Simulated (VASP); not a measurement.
A run of VASP 6.6.1 is set up as follows.

Contents of POSCAR:

```
AlAs                                    
1.0
    0.0000000000      2.8408844734      2.8408844734
    2.8408844734      0.0000000000      2.8408844734
    2.8408844734      2.8408844734      0.0000000000
  Al              As            
     1     1
Direct
     0.0000000000000000    0.0000000000000000    0.0000000000000000
     0.2500000000000000    0.2500000000000000    0.2500000000000000
```

Contents of INCAR.step1:

```
ALGO = Normal
EDIFF = 1E-5
ENCUT = 520
GGA = PE
ISIF = 2
ISMEAR = 0
LASPH = T
LCHARG = F
LREAL = F
LWAVE = T
NBANDS = 11
NELM = 80
PREC = Accurate
SIGMA = 0.03
```

Contents of INCAR.step2:

```
ALGO = Normal
EDIFF = 1E-6
ENCUT = 520
ISIF = 2
ISMEAR = 0
ISTART = 1
LASPH = T
LCHARG = F
LREAL = F
LWAVE = F
METAGGA = MBJ
NBANDS = 11
NELM = 80
PREC = Accurate
SIGMA = 0.03
```

Contents of KPOINTS:

```
k-points
0
Gamma
  8 8 8
```

KPOINTS_OPT

```
explicit points
302
Reciprocal
 0.0000000000  0.0000000000  0.0000000000 1
 0.0263157895  0.0000000000  0.0263157895 1
 0.0526315789  0.0000000000  0.0526315789 1
 0.0789473684  0.0000000000  0.0789473684 1
 0.1052631579  0.0000000000  0.1052631579 1
 0.1315789474  0.0000000000  0.1315789474 1
[... 294 lines left out ...]
 0.5111486200  0.0222972300  0.5111486200 1
 0.4888513800 -0.0222972300  0.4888513800 1
```

Potentials or basis: VASP PAW PBE potentials, release 64 (Al, As).

Run with:

```sh
$ cat potpaw_PBE.64/Al/POTCAR potpaw_PBE.64/As/POTCAR > POTCAR
$ cp INCAR.step1 INCAR
$ mpirun -np 1 vasp_std > vasp.out
$ cp INCAR.step2 INCAR
$ mpirun -np 1 vasp_std > vasp.out
```

Q: Estimate the band gap on the k mesh.

A: 2.18 eV, indirect (least direct gap 2.87 eV).

Q: Estimate the band gap along the path.

A: 2.18 eV, indirect (least direct gap 2.87 eV).

Levels at the corners of the path, in eV from the valence-band top:
```
point  band 2  band 3  band 4  band 5  band 6  band 7
    Γ    0.00    0.00    0.00    2.87    4.74    4.74
    X   -5.16   -2.04   -2.04    2.18    2.84   11.15
    X   -5.16   -2.04   -2.04    2.18    2.84   11.15
    W   -4.84   -2.94   -2.58    4.89    6.05    6.38
    W   -4.84   -2.94   -2.58    4.89    6.05    6.38
    K   -4.91   -3.14   -1.69    2.90    5.45    8.74
    K   -4.91   -3.14   -1.69    2.90    5.45    8.74
    Γ    0.00    0.00    0.00    2.87    4.74    4.74
    Γ    0.00    0.00    0.00    2.87    4.74    4.74
    L   -5.25   -0.79   -0.79    2.78    5.19    5.19
    L   -5.25   -0.79   -0.79    2.78    5.19    5.19
    U   -4.91   -3.14   -1.69    2.90    5.45    8.74
    U   -4.91   -3.14   -1.69    2.90    5.45    8.74
    W   -4.84   -2.94   -2.58    4.89    6.05    6.38
    W   -4.84   -2.94   -2.58    4.89    6.05    6.38
    L   -5.25   -0.79   -0.79    2.78    5.19    5.19
    L   -5.25   -0.79   -0.79    2.78    5.19    5.19
    K   -4.91   -3.14   -1.69    2.90    5.45    8.74
    U   -4.91   -3.14   -1.69    2.90    5.45    8.74
    X   -5.16   -2.04   -2.04    2.18    2.84   11.15
```
